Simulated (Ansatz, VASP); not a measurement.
**Two plane-wave programs on HfC**

INCAR

```
SYSTEM = HfC
PREC = Accurate ; ENCUT = 520
EDIFF = 1E-6 ; ISMEAR = 1
SIGMA = 0.1 ; LREAL = .False.
LASPH = .True. ; NELM = 100
ALGO = Normal ; ISIF = 2
LWAVE = .False. ; LCHARG = .False.
GGA = PE ; IVDW = 12
NBANDS = 14
```

Contents of KPOINTS:

```
Automatic mesh
0
Gamma
  11 11 11
  0 0 0
```

Contents of POSCAR:

```
HfC
1.0
    0.0000000000      2.3555956139      2.3555956139
    2.3555956139      0.0000000000      2.3555956139
    2.3555956139      2.3555956139      0.0000000000
Hf C
1 1
Direct
    0.5000000000      0.5000000000      0.5000000000
    0.0000000000      0.0000000000      0.0000000000
```

Input for Ansatz:

```yaml
crystal:
  lattice:
    - [0.0, 2.355595613881912, 2.355595613881912]
    - [2.355595613881912, 0.0, 2.355595613881912]
    - [2.355595613881912, 2.355595613881912, 0.0]
  atoms:
    - { symbol: Hf, position: [0.5, 0.5, 0.5] }
    - { symbol: C, position: [0.0, 0.0, 0.0] }
basis:
  ecutwfc: 510.0
kpoints:
  mp_grid:
    grid: [11, 11, 11]
hamiltonian:
  xc: pbe
  dispersion: d3bj
scf:
  occupations:
    method: cold
    width: 0.1
```

Alike in both runs: task single point; functional PBE; dispersion D3(BJ); k mesh 11 × 11 × 11; no spin polarisation.

|  | VASP | Ansatz |
| --- | --- | --- |
| version | VASP 6.6.1 | Ansatz 0.2.0 |
| potentials or method | VASP PAW PBE potentials, release 64 (Hf_pv, C) | plane waves, PAW |
| plane-wave cutoff (eV) | 520 | 510 |
| occupations | methfessel-paxton of order 1, width 0.1 eV | cold, width 0.1 eV |
| valence electrons in the cell | 14 | 30 |

VASP gave:

* dispersion energy (meV/atom): -343.7

Task: What did Ansatz give for the same quantities?

Result: Dispersion energy (meV/atom): -343.8.

The two sets of potentials don't hold the same shells in valence.

 Spin-orbit coupling is left out, which matters for the levels of Hf.
